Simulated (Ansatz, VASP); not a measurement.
BaTiO3 in VASP and in Ansatz

```xyz
5
Lattice="3.9723 0.0000 0.0000 0.0000 3.9723 0.0000 0.0000 0.0000 4.1124" Properties=species:S:1:pos:R:3 pbc="T T T"
Ba    0.0000    0.0000    4.0070
Ti    1.9862    1.9862    1.9514
O     1.9862    1.9862    0.1298
O     1.9862    0.0000    2.1164
O     0.0000    1.9862    2.1164
```

Change from the starting cell: all Ba atoms moved -0.075 Å, as atom 1 along Cartesian [0 0 1].

Alike in both runs: task single point; functional r2SCAN; k mesh 8 × 8 × 8; occupations gaussian, width 0.05 eV; no spin polarisation.

|  | VASP | Ansatz |
| --- | --- | --- |
| version | VASP 6.6.1 | Ansatz 0.2.0 |
| potentials or method | VASP PAW PBE potentials, release 64 (Ba_sv, Ti_sv, O) | scalar-relativistic, plane waves, PAW |
| plane-wave cutoff (eV) | 520 | 500 |
| valence electrons in the cell | 40 | 40 |

Ansatz gave:

* gap on the k mesh at the Fermi level (eV): 2.27
* least direct gap on the mesh (eV): 2.72
* pressure (GPa): 0.3
* largest component of the traceless stress (GPa): 0.16
* rms of the force components (eV/Å): 0.147

What did VASP give for the same quantities?

gap on the k mesh at the Fermi level (eV): 2.25; least direct gap on the mesh (eV): 2.73; pressure (GPa): 2.3; largest component of the traceless stress (GPa): 0.29; rms of the force components (eV/Å): 0.160.

Atom by atom the forces differ by 0.063 eV/Å (rms over components).

Caveats: the PAW data sets were made with another functional, which shifts forces and pressure a little (VASP); spin-orbit coupling is left out, which moves the levels of the heavy elements. A k mesh can miss the band edges.
